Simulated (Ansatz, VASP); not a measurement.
BN: VASP beside Ansatz

```
B N
1.0
     0.00000    1.80483    1.75068
     1.80483    0.00000    1.75068
     1.80483    1.80483    0.00000
B N
1 1
Direct
  0.00000 0.00000 0.00000
  0.25000 0.25000 0.25000
```

Change from the starting cell: uniaxial_z strain -3.0%.

Alike in both runs: task single point; functional PBE; k mesh 12 × 12 × 12; occupations fermi-dirac, width 0.02 eV; no spin polarisation.

|  | VASP | Ansatz |
| --- | --- | --- |
| version | VASP 6.6.1 | Ansatz 0.2.0 |
| potentials or method | VASP PAW PBE potentials, release 64 (B, N) | plane waves, PAW |
| plane-wave cutoff (eV) | 520 | 420 |
| valence electrons in the cell | 8 | 8 |

|  | VASP | Ansatz | Ansatz less VASP |
| --- | --- | --- | --- |
| gap on the k mesh at the Fermi level (eV) | 3.95 | 3.96 | +0.010 |
| pressure (GPa) | 17.6 | 17.2 | -0.38 |
| largest component of the traceless stress (GPa) | 12.33 | 12.33 | -0.005 |

The functional is the same, so the differences come from potentials, cutoffs and numerics.

Caveats: so large a pressure means that the cell lies far from this level's equilibrium, or that cutoff or potentials fall short (VASP). A k mesh can miss the band edges.
